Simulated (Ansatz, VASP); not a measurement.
Two plane-wave programs on CO2

```
CELL_PARAMETERS angstrom
3.31033 0.00000 0.00000
0.00000 3.31033 0.00000
0.00000 0.00000 3.31033
ATOMIC_POSITIONS crystal
C 0.00000 0.00000 0.00000
C 0.50000 0.50000 0.50000
O 0.25000 0.25000 0.25000
O 0.25000 0.75000 0.75000
O 0.75000 0.75000 0.25000
O 0.75000 0.25000 0.75000
```

Alike in both runs: functional PBE; k mesh 8 × 8 × 8; occupations gaussian, width 0.02 eV; no spin polarisation.

Ansatz relaxed the structure, and its values are those at the end. VASP's run is a single point on that final structure, the one shown.

```csv
,VASP,Ansatz
version,VASP 6.6.1,Ansatz 0.2.0
potentials or method,"VASP PAW PBE potentials, release 64 (C, O)","scalar-relativistic, plane waves, PAW"
plane-wave cutoff (eV),520,420
valence electrons in the cell,32,32
```

Ansatz gave:

* gap on the k mesh at the Fermi level (eV): 1.23
* least direct gap on the mesh (eV): 1.44
* pressure (GPa): 0.0

Question: Estimate VASP's values.

Answer: gap on the k mesh at the Fermi level (eV): 1.20; least direct gap on the mesh (eV): 1.42; pressure (GPa): 1.0.

The functional is the same, so the differences come from potentials, cutoffs and numerics.

A k mesh can miss the band edges. A hybrid or GW would open this gap; PBE tends to underestimate it.
